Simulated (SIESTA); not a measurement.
Al2Cu (Khatyrkite):

```
CELL_PARAMETERS angstrom
-3.03350 3.03350 2.43850
3.03350 -3.03350 2.43850
3.03350 3.03350 -2.43850
ATOMIC_POSITIONS crystal
Cu 0.25000 0.25000 0.00000
Cu 0.75000 0.75000 0.00000
Al 0.34190 0.15810 0.50000
Al 0.84190 0.34190 0.18380
Al 0.65810 0.84190 0.50000
Al 0.15810 0.65810 0.81620
```

* Program: SIESTA 5.4.2
* Task: single point
* Functional: PBE
* Potentials or basis: PseudoDojo 0.4 standard (PBE files)
* Basis: DZP (energy shift 0.003 Ry; two zetas on semicore shells)
* Grid cutoff: 800 Ry
* Energy shift: 0.003 Ry
* k mesh: 7 × 7 × 7
* Occupations: fermi-dirac, width 0.05 eV
* Spin: no spin polarisation

On this cell: pressure -0.3 GPa; largest force 0.031 eV/Å; band gap on the k mesh none (metal or under the smearing width).

The same run follows on a disturbed copy (atoms moved at random, drawn with an rms of 0.05 Å):

```
CELL_PARAMETERS angstrom
-3.03350 3.03350 2.43850
3.03350 -3.03350 2.43850
3.03350 3.03350 -2.43850
ATOMIC_POSITIONS crystal
Cu 0.25608 0.25217 0.99846
Cu 0.73807 0.73336 0.99208
Al 0.34716 0.16392 0.49114
Al 0.84902 0.34759 0.20335
Al 0.64960 0.82981 0.49661
Al 0.16036 0.66648 0.82651
```

**Question.** What does the disturbed cell give?

**Answer.** The energy (extrapolated to zero smearing) moves by +10.6 meV/atom; pressure 0.0 GPa; largest force 0.751 eV/Å; band gap on the k mesh none (metal or under the smearing width).

Forces on the atoms (eV/Å):
```
Cu   0.021 -0.226 -0.607
Cu   0.269  0.053  0.699
Al  -0.039  0.135 -0.387
Al  -0.311 -0.093  0.057
Al   0.183  0.004  0.285
Al  -0.123  0.128 -0.047
```

Stress tensor (GPa, compression positive):
```
-0.13  0.43  0.39
 0.43 -0.36 -0.32
 0.39 -0.32  0.46
```

Caveats: short orbitals over semicore shells can move pressures by several GPa; the basis of atomic orbitals isn't converged, which shifts pressures, moduli and gaps.
